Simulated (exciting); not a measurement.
Wanted: the native input for an exciting (release sodium) run.

```
Task                                     : single point
Functional                               : PBEsol
Potentials or basis                      : all-electron LAPW+lo, shipped species files, valence relativity iora*
rgkmax                                   : 7
k mesh                                   : 10 × 10 × 8
Occupations                              : fermi-dirac, width 0.05 eV
Spin                                     : no spin polarisation
gmaxvr (cutoff of density and potential) : 14 1/bohr
lmaxapw (and lmaxmat)                    : 10
lmaxvr                                   : 8
nempty                                   : 12
Valence relativity                       : iora*
epsengy                                  : 1e-05 Ha
epspot                                   : 1e-05 Ha
maxscl                                   : 60
Muffin-tin radii                         : Mg 2.0, B 1.45 bohr
```

The system is MgB2.

```
CELL_PARAMETERS angstrom
3.08500 0.00000 0.00000
-1.54250 2.67169 0.00000
0.00000 0.00000 3.52300
ATOMIC_POSITIONS crystal
Mg 0.00000 0.00000 0.00000
B 0.66667 0.33333 0.50000
B 0.33333 0.66667 0.50000
```

One way to write it, as run:

input.xml

```xml
<input>
  <title>MgB2</title>
  <structure speciespath="./" tshift="false">
    <crystal scale="1">
      <basevect>5.829805094471 0.000000000000 0.000000000000</basevect>
      <basevect>-2.914902547235 5.048759310971 0.000000000000</basevect>
      <basevect>0.000000000000 0.000000000000 6.657505137057</basevect>
    </crystal>
    <species speciesfile="Mg.xml" rmt="2">
      <atom coord="0.000000000000 0.000000000000 0.000000000000"/>
    </species>
    <species speciesfile="B.xml" rmt="1.45">
      <atom coord="0.666666666700 0.333333333300 0.500000000000"/>
      <atom coord="0.333333333300 0.666666666700 0.500000000000"/>
    </species>
  </structure>
  <groundstate do="fromscratch" ngridk="10 10 8" rgkmax="7" gmaxvr="14" lmaxapw="10" lmaxmat="10" lmaxvr="8" xctype="GGA_PBE_SOL" stype="Fermi Dirac" swidth="0.00183747" nempty="12" ValenceRelativity="iora*" epsengy="1e-05" epspot="1e-05" maxscl="60" tforce="true" outputlevel="normal"/>
  <properties>
    <chargedensityplot>
      <plot3d>
        <box grid="16 16 18">
          <origin coord="0 0 0"/>
          <point coord="1 0 0"/>
          <point coord="0 1 0"/>
          <point coord="0 0 1"/>
        </box>
      </plot3d>
    </chargedensityplot>
    <elfplot>
      <plot3d>
        <box grid="16 16 18">
          <origin coord="0 0 0"/>
          <point coord="1 0 0"/>
          <point coord="0 1 0"/>
          <point coord="0 0 1"/>
        </box>
      </plot3d>
    </elfplot>
    <exccplot>
      <plot3d>
        <box grid="16 16 18">
          <origin coord="0 0 0"/>
          <point coord="1 0 0"/>
          <point coord="0 1 0"/>
          <point coord="0 0 1"/>
        </box>
      </plot3d>
    </exccplot>
  </properties>
</input>
```

Potentials or basis: all-electron LAPW+lo, shipped species files, valence relativity iora*.

Command:

```sh
$ OMP_NUM_THREADS=1 exciting_smp
```

Results of the run:

| Item | Value |
| --- | --- |
| Band gap on the k mesh | none (metal or under the smearing width) |
| All electrons inside the program's atomic spheres | Mg 10.36; B 3.20 (radii Mg 2.0, B 1.45 bohr) |

Caveat: the log's total energy holds no entropy term; the free energy is that total less TS from the occupations.

It took 7 min on 1 thread of Intel(R) Xeon(R) Platinum 8488C (Sapphire Rapids), with other jobs on the host, peak memory 0.16 GiB.
